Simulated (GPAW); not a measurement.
Pt, 1 atom in the cell. Symmetry: Fm-3m, No. 225, cubic system. Conventional cell: a = 3.922 Å, b = 3.922 Å, c = 3.922 Å, α = 90.00°, β = 90.00°, γ = 90.00°. Around Pt (site symmetry m-3m) lie 12 Pt at 2.77 Å. 

```yaml
Program: GPAW 26.7.0
Task: relaxation of cell and atoms
Functional: PBEsol
Potentials_or_basis: PAW data sets generated in the run's folder for this functional
Cutoff: 600 eV
Basis: pw
k_mesh: 12 × 12 × 12
Occupations: fermi-dirac, width 0.05 eV
Spin: no spin polarisation
Maxiter: 150
Optimizer: BFGS
Fmax: 0.02 eV/Å
Max_steps: 60
Convergence: density=1e-05 forces=0.0001
```

Potentials or basis: PAW data sets generated in the run's folder for this functional, pw.

Launch:

```bash
$ gpaw-setup -f PBEsol Pt
$ OMP_NUM_THREADS=1 python run.py
```

Hardware: 1 thread of Arm Neoverse V2 (shared host).

How long does it take, and how much memory?

Run time: 19 s on 1 thread of Arm Neoverse V2, with other jobs on the host, peak memory 0.15 GiB. Counts: scf iterations 17, plane waves 531, bands 17, k points 72, ion steps 2.
